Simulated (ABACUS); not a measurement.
Runs of ABACUS 3.10.1 on TiAl. The structure is hexagonal, space group P-6m2 (No. 187). Conventional cell: a = 2.867 Å, b = 2.867 Å, c = 4.678 Å, α = 90.00°, β = 90.00°, γ = 120.00°. Around Ti (site symmetry -6m2) lie 6 Al at 2.87 Å and 6 Ti at 2.87 Å. Al (site symmetry -6m2) has 6 Ti at 2.87 Å and 6 Al at 2.87 Å as nearest neighbours. The cell comes from a database or a generator and needn't be the stable form of this composition.

| level | pressure (GPa) | relaxed volume (Å³/atom) |
| --- | --- | --- |
| revPBE | 0.0 | 17.00 |
| PBEsol | 0.0 | 16.39 |
| LDA | 0.0 | (a) |
| BLYP | 0.0 | 17.46 |

Alike in all rows: task relaxation of cell and atoms; potentials or basis PseudoDojo NC SR 0.4.1 PBE standard, DZP LCAO (the cutoffs set its grid); no spin polarisation; cell relaxed; k mesh 8 × 8 × 4; cutoff (eV) 1361; smearing fermi-dirac 0.05 eV.

Problem. Fill in the values left out.

Solution. (a) 16.11.

Caveats: the atomic orbitals were generated for these runs and aren't a published set; the potentials were made for another functional, which shifts forces and pressure; the basis of atomic orbitals isn't converged, which shifts pressures, moduli and gaps.

Runs at the PBE level aren't shown here.
